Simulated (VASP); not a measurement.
Crystal: SrCl2.

```
Sr Cl
1.0
     0.00000    3.48835    3.48835
     3.48835    0.00000    3.48835
     3.48835    3.48835    0.00000
Sr Cl
1 2
Direct
  0.00000 0.00000 0.00000
  0.25000 0.25000 0.25000
  0.75000 0.75000 0.75000
```

```yaml
Program: VASP 6.6.1
Task: relaxation of cell and atoms
Functional: LDA
Potentials_or_basis: VASP PAW LDA potentials, release 64 (Sr_sv, Cl)
Cutoff: 600 eV
k_mesh: 8 × 8 × 8
Occupations: gaussian, width 0.03 eV
Spin: no spin polarisation
```

At the start: pressure -2.7 GPa; volume 28.30 Å³/atom.

**Question.** Where does the relaxation end?

**Answer.** Over 3 steps the energy falls by 17.6 meV/atom and the volume is 26.34 Å³/atom (-6.9 %); space group Fm-3m (No. 225, to 0.05 Å).

Step by step:
```tsv
step	energy change (eV)	largest force (eV/Å)	pressure (GPa)	volume (Å³)
1	0.0000	0.0000	-2.68	84.90
2	-0.0527	0.0000	-0.11	79.21
3	-0.0528	0.0000	-0.01	79.02
```

Final structure:
```xyz
3
Lattice="0.0000 3.4059 3.4059 3.4059 0.0000 3.4059 3.4059 3.4059 0.0000" Properties=species:S:1:pos:R:3 pbc="T T T"
Sr    0.0000    0.0000    0.0000
Cl    1.7030    1.7030    1.7030
Cl    5.1089    5.1089    5.1089
```
